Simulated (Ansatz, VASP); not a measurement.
**CdTe in VASP and in Ansatz**

Contents of INCAR:

```
SYSTEM = CdTe
ALGO = Normal
EDIFF = 1E-6
ENCUT = 520
GGA = PS
ISIF = 2
ISMEAR = -1
LASPH = .TRUE.
LCHARG = .FALSE.
LREAL = .FALSE.
LWAVE = .FALSE.
NBANDS = 16
NELM = 80
PREC = Accurate
SIGMA = 0.01
```

The input KPOINTS:

```
k-points
0
G
  7 7 7
  0 0 0
```

File POSCAR:

```
CdTe
1.0
    0.0000000000      3.2821135562      3.2821135562
    3.2821135562      0.0000000000      3.2821135562
    3.2821135562      3.2821135562      0.0000000000
Cd Te
1 1
Direct
    0.0000000000      0.0000000000      0.0000000000
    0.7500000000      0.7500000000      0.7500000000
```

Input for Ansatz:

```yaml
crystal:
  lattice:
    - [0.0, 3.2821135562, 3.2821135562]
    - [3.2821135562, 0.0, 3.2821135562]
    - [3.2821135562, 3.2821135562, 0.0]
  atoms:
    - { symbol: Cd, position: [0.0, 0.0, 0.0] }
    - { symbol: Te, position: [0.75, 0.75, 0.75] }
kpoints:
  mp_grid: { grid: [7, 7, 7] }
  band_path:
    path:
      - [0.0, 0.0, 0.0]
      - [-0.5, -0.5, 0.0]
      - [-0.375, -0.375, 0.25]
      - [-0.375, 0.0, 0.375]
      - [0.0, 0.0, 0.0]
      - [0.0, 0.0, 0.5]
      - [-0.5, -0.25, 0.25]
      - [-0.5, -0.5, 0.0]
    npoints: 5
scf:
  occupations: { method: fermi_dirac, width: 0.01 }
hamiltonian:
  xc: pbesol
  pseudopotentials:
    kind: all_electron
    lapw: { basis_error: 0.0005 }
    relativity: none
output:
  forces: true
  stress: true
  eigenvalues: true
```

Alike in both runs: task single point; functional PBEsol; k mesh 7 × 7 × 7; occupations fermi-dirac, width 0.01 eV; no spin polarisation.

|  | VASP | Ansatz |
| --- | --- | --- |
| version | VASP 6.6.1 | Ansatz 0.2.0 |
| potentials or method | VASP PAW PBE potentials, release 64 (Cd, Te) | all-electron LAPW, non-relativistic |
| plane-wave cutoff (eV) | 520 | see its input |

```csv
,VASP,Ansatz,Ansatz less VASP
gap on the k mesh at the Fermi level (eV),0.55,1.68,+1.131
pressure (GPa),-1.2,0.2,+1.42
```

One of these differences is far larger than is usual between the two programs; its cause wasn't traced. Ansatz ran all-electron here, so the differences hold the error of VASP's frozen core and of both bases.

Caveats: the PAW data sets were made with another functional, which shifts forces and pressure a little (VASP); spin-orbit coupling is left out, which moves the levels of the heavy elements. As with any semilocal functional, this PBEsol gap is likely too small.
